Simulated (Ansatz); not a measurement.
The reference is InN in the wurtzite structure (space group P6_3mc, No. 186; a = 3.581 Å, c = 5.788 Å).

Calculations: PBE (Ansatz, a first-principles code, PAW, no SOC).

One change was made to it. Results:

The density grows by 0.686 g/cm³ to 7.34 g/cm³; the shortest interatomic distance falls by 0.070 Å (2.183 Å → 2.113 Å); the c/a ratio decreases by 0.005, from 1.616 to 1.611.

### Question
What was done to the base?
A) pressure 4.5 GPa
B) pressure −2 GPa
C) pressure 15 GPa

### Answer
C, pressure 15 GPa. For comparison, the density in the other runs: pressure −2 GPa gives 6.54 g/cm³; pressure 4.5 GPa gives 6.89 g/cm³.

The mesh was chosen for an insulator and is coarse for the gapless case. Load acts through the strain it causes; cell and atoms are relaxed under it. Stability against distortions was not tested. Tetrahedral semiconductors of this kind turn to denser phases somewhere between about 1 and 50 GPa; those were not computed, so compressed cells here can lie past the real transition. All final runs are without spin polarisation.
